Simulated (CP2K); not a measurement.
A run of CP2K 2026.2 is set up as follows.

The input gap_bands.inp:

```
&GLOBAL
  PROJECT gap_bands
  RUN_TYPE ENERGY_FORCE
  PRINT_LEVEL LOW
&END GLOBAL
&FORCE_EVAL
  METHOD QS
  STRESS_TENSOR ANALYTICAL
  &DFT
    BASIS_SET_FILE_NAME BASIS_MOLOPT_UZH
    POTENTIAL_FILE_NAME POTENTIAL_UZH
    &MGRID
      CUTOFF 450
      REL_CUTOFF 60
      NGRIDS 5
    &END MGRID
    &QS
      METHOD GPW
      EPS_DEFAULT 1.0E-9
    &END QS
    &KPOINTS
      SCHEME MONKHORST-PACK 8 8 8
      GAMMA_CENTERED T
      SYMMETRY T
      SYMMETRY_BACKEND SPGLIB
    &END KPOINTS
    &SCF
      SCF_GUESS ATOMIC
      EPS_SCF 1.0E-6
      MAX_SCF 100
      ADDED_MOS 10
      CHOLESKY OFF
      EPS_EIGVAL 1.0E-7
      &DIAGONALIZATION ON
        ALGORITHM STANDARD
      &END DIAGONALIZATION
      &MIXING ON
        METHOD BROYDEN_MIXING
        ALPHA 0.4
        BETA 1.5
        NBUFFER 8
      &END MIXING
      &SMEAR ON
        METHOD FERMI_DIRAC
        ELECTRONIC_TEMPERATURE 300.56
      &END SMEAR
    &END SCF
    &XC
      &XC_FUNCTIONAL
        &GGA_X_PBE_SOL
        &END GGA_X_PBE_SOL
        &GGA_C_PBE_SOL
        &END GGA_C_PBE_SOL
      &END XC_FUNCTIONAL
    &END XC
    &PRINT
      &KPOINTS ON
      &END KPOINTS
      &MULLIKEN ON
      &END MULLIKEN
      &MO ON
        ENERGIES T
        OCCUPATION_NUMBERS T
        &EACH
          QS_SCF 0
        &END EACH
        ADD_LAST NUMERIC
      &END MO
      &BAND_STRUCTURE
        FILE_NAME bands.bs
        ADDED_MOS 2
        &KPOINT_SET
          UNITS B_VECTOR
          NPOINTS 8
          SPECIAL_POINT GAMMA 0.00000000 0.00000000 0.00000000
          SPECIAL_POINT X 0.50000000 0.00000000 0.50000000
          SPECIAL_POINT W 0.50000000 0.25000000 0.75000000
          SPECIAL_POINT K 0.37500000 0.37500000 0.75000000
          SPECIAL_POINT GAMMA 0.00000000 0.00000000 0.00000000
          SPECIAL_POINT L 0.50000000 0.50000000 0.50000000
          SPECIAL_POINT U 0.62500000 0.25000000 0.62500000
          SPECIAL_POINT W 0.50000000 0.25000000 0.75000000
          SPECIAL_POINT L 0.50000000 0.50000000 0.50000000
          SPECIAL_POINT K 0.37500000 0.37500000 0.75000000
        &END KPOINT_SET
        &KPOINT_SET
          UNITS B_VECTOR
          NPOINTS 8
          SPECIAL_POINT U 0.62500000 0.25000000 0.62500000
          SPECIAL_POINT X 0.50000000 0.00000000 0.50000000
        &END KPOINT_SET
      &END BAND_STRUCTURE
    &END PRINT
  &END DFT
  &SUBSYS
    &CELL
      ABC 3.8540855109 3.8540855109 3.8540855108
      ALPHA_BETA_GAMMA 60.0000000001 60.0000000003 60.0000000007
      PERIODIC XYZ
    &END CELL
    &COORD
      SCALED
      Ga  0.0000000000 0.0000000000 0.0000000000
      P   0.7500000000 0.7500000000 0.7500000000
    &END COORD
    &KIND Ga
      BASIS_SET TZVP-MOLOPT-PBE-GTH-q13
      POTENTIAL GTH-PBE-q13
    &END KIND
    &KIND P
      BASIS_SET TZVP-MOLOPT-PBE-GTH-q5
      POTENTIAL GTH-PBE-q5
    &END KIND
    &PRINT
      &ATOMIC_COORDINATES ON
      &END ATOMIC_COORDINATES
      &CELL ON
      &END CELL
    &END PRINT
  &END SUBSYS
  &PRINT
    &FORCES ON
    &END FORCES
    &STRESS_TENSOR ON
    &END STRESS_TENSOR
  &END PRINT
&END FORCE_EVAL
```

Potentials or basis: POTENTIAL_UZH Ga GTH-PBE-q13, P GTH-PBE-q5; TZVP-MOLOPT-PBE-GTH basis.

The run is started by

```bash
$ OMP_NUM_THREADS=1 cp2k.psmp -i gap_bands.inp -o gap_bands.out
```

Q: What does it give for the band gap along the path?

A: 1.46 eV, indirect (least direct gap 1.69 eV).

Q: Predict the Mulliken charges.

A: Ga +0.29; P -0.29 e.

Levels at the corners of the path, in eV from the valence-band top:
```csv
point,band 5,band 6,band 7,band 8,band 9,band 10,band 11,band 12,band 13,band 14
Γ,-14.38,-12.58,0.00,0.00,0.00,1.69,3.79,3.79,3.79,9.80
X,-14.35,-9.56,-6.88,-2.75,-2.75,1.52,1.70,10.60,10.61,11.08
W,-14.37,-9.46,-6.67,-3.66,-3.52,4.66,4.82,6.07,6.08,11.57
K,-14.36,-9.59,-6.67,-4.04,-2.31,2.07,4.74,8.27,8.33,9.26
Γ,-14.38,-12.58,0.00,0.00,0.00,1.69,3.79,3.79,3.79,9.80
L,-14.37,-10.48,-6.76,-1.15,-1.15,1.55,4.66,4.66,8.38,11.45
U,-14.36,-9.59,-6.67,-4.04,-2.31,2.07,4.74,8.27,8.33,9.26
W,-14.37,-9.46,-6.67,-3.66,-3.52,4.66,4.82,6.07,6.08,11.57
L,-14.37,-10.48,-6.76,-1.15,-1.15,1.55,4.66,4.66,8.38,11.45
K,-14.36,-9.59,-6.67,-4.04,-2.31,2.07,4.74,8.27,8.33,9.26
U,-14.36,-9.59,-6.67,-4.04,-2.31,2.07,4.74,8.27,8.33,9.26
X,-14.35,-9.56,-6.88,-2.75,-2.75,1.52,1.70,10.60,10.61,11.08
```

Caveat: the basis of atomic orbitals isn't converged, which shifts pressures, moduli and gaps.

**Experimental background.**

From “Stacking defects in GaP nanowires: Electronic structure and optical properties”, 2018, arxiv:1810.01194, for a bulk crystal of GaP at 10 K: band gap 2.34 eV (indirect).

A measured gap of GaP is 2.34 eV (indirect; 10 K; quoted in “Stacking defects in GaP nanowires: Electronic structure and optical properties”, 2018, arxiv:1810.01194); the calculated 1.46 eV misses it by -0.88 eV. Spin-orbit coupling on Ga is left out. The value is that of PBEsol in an atomic basis (POTENTIAL_UZH Ga GTH-PBE-q13, P GTH-PBE-q5; TZVP-MOLOPT-PBE-GTH basis), whose error adds to the functional's,, without temperature or zero-point motion. Semilocal functionals fall short of measured gaps as a rule.
